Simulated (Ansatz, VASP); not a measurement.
**PbSe (Clausthalite) in two plane-wave programs**

One calculation is typed for both programs; each brings its own data sets and cutoff. How far apart do they land?

Main program and level: Ansatz 0.2.0; plane waves, with VASP 6.6.1 beside it; band structure at LDA, band structure at r2SCAN and band structure at r2SCAN, spin-orbit coupling.

## 1. The starting structure

The structure is cubic, space group Fm-3m (No. 225). Conventional cell: a = 6.121 Å, b = 6.121 Å, c = 6.121 Å, α = 90.00°, β = 90.00°, γ = 90.00°. Nearest to Pb lie 6 Se at 3.06 Å. Se has 6 Pb at 3.06 Å nearest. Farther neighbours and most contacts between anions are not listed.

Structure file:

```xyz
2
Lattice="0.0000 3.0606 3.0606 3.0606 0.0000 3.0606 3.0606 3.0606 0.0000" Properties=species:S:1:pos:R:3 pbc="T T T"
Pb    0.0000    0.0000    0.0000
Se    3.0606    3.0606    3.0606
```

## 2. VASP: band structure, LDA

Levels along a path test the potential and the projectors away from the mesh points.

Lines of VASP's logs that name or quote its potential files are left out, and so is its time.

INCAR

```
SYSTEM = PbSe
PREC = Accurate
ENCUT = 350
EDIFF = 1E-06
NELM = 100
ISMEAR = 0
SIGMA = 0.03
LREAL = .FALSE.
ALGO = Normal
GGA = CA
NBANDS = 22
LORBIT = 11
LWAVE = .FALSE.
LCHARG = .FALSE.
KPAR = 4
```

POSCAR

```
PbSe
1.0
    0.0000000000      3.0606500000      3.0606500000
    3.0606500000      0.0000000000      3.0606500000
    3.0606500000      3.0606500000      0.0000000000
Pb Se
1 1
Direct
    0.0000000000      0.0000000000      0.0000000000
    0.5000000000      0.5000000000      0.5000000000
```

KPOINTS

```
Automatic mesh
0
Gamma
6 6 6
0 0 0
```

KPOINTS_OPT

```
Line mode
10
Line-mode
Reciprocal
  0.00000000   0.00000000   0.00000000 GAMMA
  0.50000000   0.00000000   0.50000000 X

  0.50000000   0.00000000   0.50000000 X
  0.50000000   0.25000000   0.75000000 W

  0.50000000   0.25000000   0.75000000 W
  0.37500000   0.37500000   0.75000000 K

  0.37500000   0.37500000   0.75000000 K
  0.00000000   0.00000000   0.00000000 GAMMA

  0.00000000   0.00000000   0.00000000 GAMMA
  0.50000000   0.50000000   0.50000000 L

  0.50000000   0.50000000   0.50000000 L
  0.62500000   0.25000000   0.62500000 U

  0.62500000   0.25000000   0.62500000 U
  0.50000000   0.25000000   0.75000000 W

  0.50000000   0.25000000   0.75000000 W
  0.50000000   0.50000000   0.50000000 L

  0.50000000   0.50000000   0.50000000 L
  0.37500000   0.37500000   0.75000000 K

  0.62500000   0.25000000   0.62500000 U
  0.50000000   0.00000000   0.50000000 X
```

The projector-augmented-wave data sets are Pb_d and Se (LDA family, release 64).

The run is started by

```console
$ mpirun -np 4 vasp_std
```

Numbers of over 12 decimals in the logs are rounded to 6 here.

Output:

```text
[banner, memory and clock lines left out]
running    4 mpi-ranks, on    1 nodes
 distrk:  each k-point on    1 cores,    4 groups
 distr:  one band on    1 cores,    1 groups

 POSCAR found type information on POSCAR PbSe
 POSCAR found :  2 types and       2 ions
 LDA part: xc-table for (Slater(with rela. corr.)+CA(PZ))
 , standard interpolation
 POSCAR, INCAR and KPOINTS ok, starting setup
 FFT: planning ... GRIDC
 FFT: planning ... GRID_SOFT
 FFT: planning ... GRID
 WAVECAR not read
 entering main loop
       N       E                     dE             d eps       ncg     rms          rms(c)
DAV:   1     0.145286795803E+03    0.14529E+03   -0.71754E+03   746   0.675E+02
DAV:   2     0.100315499251E+01   -0.14428E+03   -0.13724E+03   782   0.239E+02
DAV:   3    -0.947673682844E+01   -0.10480E+02   -0.10419E+02   848   0.692E+01
DAV:   4    -0.972194813160E+01   -0.24521E+00   -0.24513E+00   838   0.111E+01
DAV:   5    -0.973176094078E+01   -0.98128E-02   -0.98126E-02  1010   0.216E+00    0.278E+00
DAV:   6    -0.945789919975E+01    0.27386E+00   -0.56065E-01  1086   0.442E+00    0.162E+00
DAV:   7    -0.944861919446E+01    0.92800E-02   -0.84104E-02   868   0.111E+00    0.842E-01
DAV:   8    -0.944692710565E+01    0.16921E-02   -0.76067E-03   908   0.719E-01    0.103E-01
DAV:   9    -0.944662681028E+01    0.30030E-03   -0.17937E-03  1036   0.291E-01    0.479E-02
DAV:  10    -0.944662750093E+01   -0.69065E-06   -0.13042E-04   830   0.509E-02    0.183E-02
DAV:  11    -0.944662625988E+01    0.12411E-05   -0.16842E-05   980   0.295E-02    0.843E-03
DAV:  12    -0.944662615307E+01    0.10681E-06   -0.73590E-07   562   0.857E-03
   1 F= -.94466262E+01 E0= -.94466260E+01  d E =-.377907E-06
 Start KPOINTS_OPT (optional k-point list driver)
k-point batch [1-16\100]
       N       E                     dE             ncg
DAV:   1     0.568720755130E+03   -0.59864E+04      724
DAV:   2    -0.186198959667E+04   -0.24307E+04      780
DAV:   3    -0.203769239981E+04   -0.17570E+03      864
DAV:   4    -0.204164602721E+04   -0.39536E+01      864
DAV:   5    -0.204179525769E+04   -0.14923E+00      956
DAV:   6    -0.204180166529E+04   -0.64076E-02      952
DAV:   7    -0.204180183645E+04   -0.17116E-03     1016
DAV:   8    -0.204180183977E+04   -0.33192E-05      742
DAV:   9    -0.204180183989E+04   -0.12451E-06      622
[...]
k-point batch [97-100\100]
       N       E                     dE             ncg
DAV:   1     0.664883304986E+04   -0.22026E+04      176
DAV:   2     0.604939975768E+04   -0.59943E+03      194
DAV:   3     0.600905166445E+04   -0.40348E+02      240
DAV:   4     0.600823479104E+04   -0.81687E+00      182
DAV:   5     0.600820561218E+04   -0.29179E-01      272
DAV:   6     0.600820458602E+04   -0.10262E-02      204
DAV:   7     0.600820458070E+04   -0.53189E-05      288
DAV:   8     0.600820458065E+04   -0.46628E-07      170
```

Parts of OUTCAR (step 2):

```text
ion  position               nearest neighbor table
   1  0.000  0.000  0.000-   2 3.06   2 3.06   2 3.06   2 3.06   2 3.06   2 3.06
   2  0.500  0.500  0.500-   1 3.06   1 3.06   1 3.06   1 3.06   1 3.06   1 3.06

  LATTYP: Found a face centered cubic cell.
 ALAT       =     6.1213000000

 Subroutine GETGRP returns: Found 48 space group operations
 (whereof 48 operations were pure point group operations)

The static configuration has the point symmetry O_h .

 Found     16 irreducible k-points:

   k-points           NKPTS =     16   k-points in BZ     NKDIM =     16   number of bands    NBANDS=     22

   dimension x,y,z NGX =    28 NGY =   28 NGZ =   28
   dimension x,y,z NGXF=    56 NGYF=   56 NGZF=   56

   ENCUT  =  350.0 eV  25.72 Ry    5.07 a.u.   6.60  6.60  6.60*2*pi/ulx,y,z

   NELECT =      20.0000    total number of electrons

 k-points in reciprocal lattice and weights: Automatic mesh
   0.00000000  0.00000000  0.00000000       0.005
   0.16666667  0.00000000  0.00000000       0.037
   0.33333333  0.00000000  0.00000000       0.037
   0.50000000  0.00000000  0.00000000       0.019
   0.16666667  0.16666667  0.00000000       0.028
   0.33333333  0.16666667  0.00000000       0.111
   0.50000000  0.16666667  0.00000000       0.111
  -0.33333333  0.16666667  0.00000000       0.111
  -0.16666667  0.16666667  0.00000000       0.056
[...]
-0.33333333  0.33333333  0.16666667       0.111
  -0.33333333  0.50000000  0.16666667       0.056

 average (electrostatic) potential at core
       1 -92.3566       2 -59.1596

 E-fermi :   4.9884

 k-point     1 :       0.0000    0.0000    0.0000
  band No.  band energies     occupation
    ...
      6      -8.7088      2.00000
      7      -1.4755      2.00000
      8       3.0380      2.00000
      9       3.0380      2.00000
     10       3.0380      2.00000
     11       9.5084      0.00000
     12       9.5084      0.00000
     13       9.5084      0.00000
     14      11.3834      0.00000
     15      11.3834      0.00000
    ...

 k-point     2 :       0.1667    0.0000    0.0000
  band No.  band energies     occupation
    ...
      6      -8.5006      2.00000
      7      -2.1214      2.00000
      8       3.1124      2.00000
      9       3.1124      2.00000
     10       3.4734      2.00000
     11       7.9378      0.00000
     12       8.4755      0.00000
     13       8.4755      0.00000
     14      11.1387      0.00000
     15      11.9612      0.00000
    ...

 k-point     3 :       0.3333    0.0000    0.0000
  band No.  band energies     occupation
    ...
      6      -7.9831      2.00000
      7      -3.3193      2.00000
      8       3.3151      2.00000
      9       3.3151      2.00000
     10       4.2047      2.00000
     11       6.1574      0.00000
     12       7.1002      0.00000
     13       7.1002      0.00000
     14      11.8888      0.00000
     15      13.4185      0.00000
    ...

  Total       -0.8380669     -0.8380669     -0.8380669     -0.0000000     -0.0000000     -0.0000000
  in kB      -23.4162999    -23.4162999    -23.4162999     -0.0000000     -0.0000000     -0.0000000
  external PRESSURE =     -23.4162999 kB  Pullay stress =       0.0000000 kB

  energy-cutoff  :      350.00
  volume of cell :       57.34
      direct lattice vectors                 reciprocal lattice vectors
     0.000000000  3.060650000  3.060650000    -0.163363991  0.163363991  0.163363991
     3.060650000  0.000000000  3.060650000     0.163363991 -0.163363991  0.163363991
     3.060650000  3.060650000  0.000000000     0.163363991  0.163363991 -0.163363991

 POSITION                                       TOTAL-FORCE (eV/Angst)
 -----------------------------------------------------------------------------------
      0.00000      0.00000      0.00000        -0.000000      0.000000     -0.000000
      3.06065      3.06065      3.06065         0.000000     -0.000000      0.000000
 -----------------------------------------------------------------------------------
    total drift:                                0.000000      0.000000      0.000000

  FREE ENERGIE OF THE ION-ELECTRON SYSTEM (eV)
  ---------------------------------------------------
  free  energy   TOTEN  =        -9.4466261531 eV

  energy  without entropy=       -9.4466257752  energy(sigma->0) =       -9.44662596

 total charge
# of ion       s       p       d       tot
------------------------------------------
    1        1.470   0.555   9.834  11.859
    2        1.474   2.315   0.018   3.806
--------------------------------------------------
tot          2.944   2.870   9.851  15.665

[... 3 further parts left out ...]
```

The run ends at a pressure of -2.34 GPa.

## 3. Ansatz: band structure, LDA

Ansatz runs on its default PAW (the set named soft_2) files.

The same cell, functional (in two slightly different forms), mesh and smearing now go to Ansatz, which takes its cutoff from its data sets.

input.yaml

```yaml
crystal:
  lattice:
    - [0.0, 3.06065, 3.06065]
    - [3.06065, 0.0, 3.06065]
    - [3.06065, 3.06065, 0.0]
  atoms:
    - { symbol: Pb, position: [0.0, 0.0, 0.0] }
    - { symbol: Se, position: [0.5, 0.5, 0.5] }
hamiltonian:
  xc: lda
  pseudopotentials: { kind: paw }
kpoints:
  mp_grid: { grid: [6, 6, 6] }
  band_path:
    path:
      - [0.0, 0.0, 0.0]
      - [0.16667, 0.0, 0.16667]
      - [0.33333, 0.0, 0.33333]
      - [0.5, 0.0, 0.5]
      - [0.5, 0.08333, 0.58333]
      - [0.5, 0.19444, 0.69444]
      - [0.5, 0.25, 0.75]
      - [0.45833, 0.29167, 0.75]
      - [0.40278, 0.34722, 0.75]
      - [0.375, 0.375, 0.75]
      - [0.20833, 0.20833, 0.41667]
      - [0.08333, 0.08333, 0.16667]
      - [0.0, 0.0, 0.0]
      - [0.22222, 0.22222, 0.22222]
      - [0.38889, 0.38889, 0.38889]
      - [0.5, 0.5, 0.5]
      - [0.51389, 0.47222, 0.51389]
      - [0.55556, 0.38889, 0.55556]
      - [0.61111, 0.27778, 0.61111]
      - [0.61111, 0.25, 0.63889]
      - [0.56944, 0.25, 0.68056]
      - [0.51389, 0.25, 0.73611]
      - [0.5, 0.27778, 0.72222]
      - [0.5, 0.38889, 0.61111]
      - [0.5, 0.47222, 0.52778]
      - [0.48611, 0.48611, 0.52778]
      - [0.43056, 0.43056, 0.63889]
      - [0.38889, 0.38889, 0.72222]
      - [0.59722, 0.19444, 0.59722]
      - [0.55556, 0.11111, 0.55556]
      - [0.5, 0.0, 0.5]
    npoints: 1
scf:
  occupations: { method: gaussian, width: 0.03 }
  n_extra_bands: 7
output:
  forces: true
  stress: true
  eigenvalues: true
  write_density: true
  write_potential: true
  elf: true
  volumetric_format: npy
```

The run is started by

```console
$ ansatz run input.yaml --threads 2 --pin off --max-ram 4608MiB --backend cpu --events-out ev --progress --plain --runs-dir out
```

Output:

```text
scf.n_extra_bands = 7 over 15 filled bands (N_el = 30.0): the run solves 22 bands
Engine: ansatz 0.2.0, aarch64-unknown-linux-gnu
Pseudopotentials: kind: paw
Pseudopotential: Pb, paw, valence charge 14, recommended cutoff 420 eV (normal), Pb.paw.azcp
Pseudopotential: Se, paw, valence charge 16, recommended cutoff 420 eV (normal), Se.paw.azcp
Functional definition: SPW92
  exchange = slater_x
  correlation = pw_c
Crystal: 2 atoms, lattice volume = 57.342 Å³
Basis set: ecut = 420 eV, 1139 PW (Γ)
Bands: 22, of which v1, the nominal top of the filled ones, is band 15 counted from 1 (14 counted from 0)
Symmetry: 48 space group operations
Space group: Fm-3m (ITA 225), of the structure as read, at distance tolerance 3.9e-5 Å
k-points: 16 of 216
Non-local potential: Pb, projectors of the file, l = 0: 2, l = 1: 2, l = 2: 2, l = 3: 2
Non-local potential: Se, projectors of the file, l = 0: 2, l = 1: 2, l = 2: 3, l = 3: 1
PAW form: soft (Blöchl's): semilocal exchange-correlation on the pseudo side does not see the compensation charge
PAW frozen core: Pb, regenerated for the run's functional, and the local potential with it (the file was generated under x = pbe(κ = 0.804, μ = 0.219515), c = pbe(β = 0.066725))
PAW frozen core: Se, regenerated for the run's functional, and the local potential with it (the file was generated under x = pbe(κ = 0.804, μ = 0.219515), c = pbe(β = 0.066725))
PAW one-centre angular grid: Pb, 590 points (default); XC on 64 Gauss nodes
PAW one-centre angular grid: Se, 590 points (default); XC on 64 Gauss nodes
Initial density: superposition of atomic densities (neutral atoms: chi_scale 0, normalization atom), corrected by the library's trained network
Initial wavefunctions: pseudopotential atomic-orbital guess
Functional: x = slater, c = lda
SCF iter   1: F=—  HF=-16986.649648 eV  |F-HF|=—  |Δ(HF+E_count)|=         —  Δρ=4.17e-3  dr2=7.54e-3  ethr=1.77e-3  ⟨swp⟩=6.6  Hψ=1745  notcnv=0  defer=1
preconditioner: auto → none  [insulator: Δε(μ)=0.160 eV  Ē_g=17.749 eV  σ=0.030 eV  W_gap=1.00  n_scr=14 (ndim 8)  ℏωp=21.9 eV  f_vac=0.019  D(μ)=0.00/eV (n_scr^D=0)  ε∞_Penn≈2.5]
SCF iter   2: F=—  HF=-16986.646225 eV  |F-HF|=—  |Δ(HF+E_count)|=   3.42e-3  Δρ=2.04e-3  dr2=1.22e-3  ethr=2.51e-5  ⟨swp⟩=2.4  Hψ=649  notcnv=0  defer=37
SCF iter   3: F=—  HF=-16986.645998 eV  |F-HF|=—  |Δ(HF+E_count)|=   2.26e-4  Δρ=6.03e-4  dr2=4.41e-4  ethr=4.08e-6  ⟨swp⟩=2.0  Hψ=542  notcnv=0  defer=37
SCF iter   4: F=—  HF=-16986.645855 eV  |F-HF|=—  |Δ(HF+E_count)|=   1.43e-4  Δρ=1.87e-4  dr2=1.00e-5  ethr=1.47e-6  ⟨swp⟩=2.8  Hψ=523  notcnv=0  defer=37
SCF iter   5: F=—  HF=-16986.645852 eV  |F-HF|=—  |Δ(HF+E_count)|=   3.34e-6  Δρ=5.21e-5  dr2=1.74e-6  ethr=3.35e-8  ⟨swp⟩=2.0  Hψ=555  notcnv=0  defer=37
SCF iter   6: F=—  HF=-16986.645851 eV  |F-HF|=—  |Δ(HF+E_count)|=   1.33e-6  Δρ=1.38e-5  dr2=1.52e-7  ethr=5.82e-9  ⟨swp⟩=2.0  Hψ=547  notcnv=0  defer=37
SCF iter   7: F=-16986.645850 eV  HF=-16986.645850 eV  |F-HF|=4.95e-8  |Δ(HF+E_count)|=   6.97e-8  Δρ=7.62e-6  dr2=3.87e-8  ethr=3.33e-10  ⟨swp⟩=12.0  Hψ=2375  notcnv=0
SCF 1 converged in 7 iterations: F = -16986.645850 eV  dr2 = 3.87e-8
  greatest PAW one-centre occupation: 1.000 electrons in one spin orbital (limit 2), on the Se atom at site 1 (counted from 0), in its partial waves of l = 2
NSCF: frozen V_eff on 31 k-points
SCF converged after 7 iterations
Free energy (F): -16986.645850 eV
Harris-Foulkes:  -16986.645850 eV  (|F-HF|=4.95e-8)
Internal energy: -16986.645850 eV  (E = F + TS)
E sigma→0 (E₀):  -16986.645850 eV
Entropy (-TS):   -0.000000 eV (-0.000 meV/atom)
Fermi energy:    8.750896 eV
--- Per-component energies (eV) ---
  E_band       = -436.678987
  E_kinetic    = 406.915497
  E_local      = -3539.885772  (includes V_loc(G=0)·N_el)
  E_nonlocal   = -235.212997
  E_hartree    = 1641.867596
  E_xc         = -323.286648
  E_vxc        = -232.588996  (∫ρ·V_xc dr)
  E_paw        = -11927.475402  (= ΣΔE_a)
  E_vpaw       = -119.630104  (= ΣTr[D̂ρ^β])
  E_aug_tail   = -0.000515  (compensation charges beyond the density's cutoff)
  E_ewald      = -3011.707258
  E_core_change = 2.139649  (= ΣΔE_core)
  E_smearing   = -0.000000  (= −TS)
  E_closure    = -0.000000  (closes the sum)
  Σ components = -16986.645850   (vs F -16986.645850, Δ=0.00e0)
--- Forces (eV/Å), atoms counted from 1 ---
  atom   1  Pb    -0.00000000     0.00000000     0.00000000
  atom   2  Se    -0.00000000    -0.00000000    -0.00000000
  max |Σ_I F_I| component: 2.83e-30 eV/Å
--- Stress (GPa, compression-positive) ---
       -2.155943       0.000000       0.000000
        0.000000      -2.155943      -0.000000
        0.000000      -0.000000      -2.155943
  P = ⅓ Tr σ = -2.1559 GPa (-21.559 kbar)
--- Band table (eV; the first three rows and the last of 16) ---
  k-point 0: bands = [... 11 lower, 2.2387, 6.8195, 6.8195, 6.8195, 13.2792, 13.2792, 13.2792, 15.1862, ... 3 higher]
  k-point 1: bands = [... 11 lower, 1.6034, 6.8942, 6.8942, 7.2452, 11.7068, 12.2521, 12.2521, 14.9322, ... 3 higher]
  k-point 2: bands = [... 11 lower, 0.4191, 7.0976, 7.0976, 7.9671, 9.9234, 10.8793, 10.8793, 15.6786, ... 3 higher]
  k-point 15: bands = [... 11 lower, 0.6983, 4.0354, 4.8966, 7.0434, 11.5424, 12.9958, 14.0801, 15.1411, ... 3 higher]
```

The job ended after 1.1 s (2 threads of Arm Neoverse V2, shared host; peak memory 0.27 GiB; 2 s of CPU time).

Reading the cycles: dr2 is the Hartree energy of the density residual (eV), the measure of convergence; HF is the Harris–Foulkes estimate of the energy, which meets the free energy F at convergence.

## 4. Differences

Known differences besides the potentials themselves: the two LDA forms differ slightly; the data sets hold 30 valence electrons in Ansatz (default PAW (the set named soft_2) files) and 20 in VASP; the cutoff is 420 eV in Ansatz and 350 eV in VASP; VASP's log shows a relativistic correction to its local exchange, Ansatz's none. Total energies have different zeros and are not compared.

Both answers:

| quantity | Ansatz | VASP | difference |
| --- | --- | --- | --- |
| pressure (GPa) | -2.16 | -2.34 | +0.19 |
| gap over the path points (eV) | 0.184 | 0.163 | +0.021 |

Levels at points of the path, from each program's valence-band top (eV; 4 filled, then empty):

| k (reciprocal lattice) | Ansatz | VASP |
| --- | --- | --- |
| 0.000 0.000 0.000 | -6.42 -1.84 -1.84 -1.84 4.62 4.62 4.62 | -6.38 -1.87 -1.87 -1.87 4.60 4.60 4.60 |
| 0.167 0.000 0.167 | -7.08 -2.22 -2.22 -0.80 1.93 4.50 4.50 | -7.05 -2.25 -2.25 -0.82 1.91 4.47 4.47 |
| 0.333 0.000 0.333 | -7.63 -3.17 -2.90 -2.90 3.86 4.04 5.03 | -7.61 -3.20 -2.94 -2.94 3.84 4.00 5.01 |
| 0.500 0.000 0.500 | -7.47 -4.98 -3.21 -3.21 3.66 5.53 5.53 | -7.45 -5.02 -3.25 -3.25 3.62 5.51 5.51 |
| 0.500 0.083 0.583 | -7.66 -4.89 -3.37 -2.74 3.86 4.60 5.76 | -7.63 -4.92 -3.40 -2.77 3.82 4.59 5.74 |
| 0.500 0.194 0.694 | -8.03 -4.50 -3.92 -1.21 2.36 4.52 5.26 | -8.02 -4.54 -3.95 -1.24 2.34 4.49 5.23 |
| 0.500 0.250 0.750 | -8.09 -4.22 -4.22 -0.76 1.80 4.90 4.90 | -8.08 -4.26 -4.26 -0.78 1.78 4.87 4.87 |
| 0.458 0.292 0.750 | -8.10 -4.41 -3.87 -1.06 2.12 4.58 5.15 | -8.08 -4.45 -3.90 -1.08 2.10 4.55 5.12 |
| 0.403 0.347 0.750 | -8.11 -4.55 -3.07 -2.00 3.05 4.12 5.34 | -8.10 -4.59 -3.10 -2.03 3.03 4.10 5.32 |
| 0.375 0.375 0.750 | -8.12 -4.57 -2.70 -2.40 3.33 3.96 5.37 | -8.10 -4.61 -2.73 -2.42 3.31 3.94 5.35 |

Among the levels compared at these points, filled levels agree within 38 meV and empty ones within 46 meV.

## 5. Ansatz: band structure, r2SCAN

Levels along a path test the potential and the projectors away from the mesh points.

The cell is taken from a series of VASP runs on this material, whose earlier steps may have relaxed, scaled or displaced it; both programs get it as it stands.

Edit input.yaml of step 3 so:

```diff
@@ -9,3 +9,3 @@
 hamiltonian:
-  xc: lda
+  xc: r2scan
   pseudopotentials: { kind: paw }
```

Output:

```text
[...]
Crystal: 2 atoms, lattice volume = 57.342 Å³
Basis set: ecut = 500 eV, 1459 PW (Γ), exchange–correlation on 128×128×128 points (64 copies of the dense FFT grid, shifted against one another)
Bands: 22, of which v1, the nominal top of the filled ones, is band 15 counted from 1 (14 counted from 0)
Symmetry: 48 space group operations
[...]
k-points: 16 of 216
[...]
k-point 0: bands = [... 11 lower, 2.5465, 6.8437, 6.8437, 6.8437, 13.9194, 13.9194, 13.9194, 15.8369, ... 3 higher]
  k-point 1: bands = [... 11 lower, 1.8076, 6.9213, 6.9213, 7.3774, 12.3157, 12.8254, 12.8254, 15.6184, ... 3 higher]
  k-point 2: bands = [... 11 lower, 0.4961, 7.1253, 7.1253, 8.2396, 10.4759, 11.3939, 11.3939, 16.4177, ... 3 higher]
  k-point 15: bands = [... 11 lower, 0.8058, 4.0832, 4.9422, 7.1551, 12.1200, 13.5864, 14.7575, 15.8608, ... 3 higher]
[key lines of the parts left out:]
SCF converged after 6 iterations
Free energy (F): -17400.327867 eV
Fermi energy:    9.177077 eV
P = ⅓ Tr σ = 1.4799 GPa (14.799 kbar)
```

Run time: 2.7 s. Hardware: 2 threads; peak memory 0.4 GiB; 5.1 s of CPU time.

(Continued in part 2 of 2.)

[Lines on the potential files, build, host, timing and source positions are cut from VASP's logs without a mark.]

[Logs are printed without paths, hosts, clocks, repeated set-up lines and the standing remarks that a program may print on its own settings, such as how far it seeks lower states.]

[Hosts, paths, dates, database ids (printed as entryN), source tags and the programs' standing remarks are cut or masked in the printed files.]
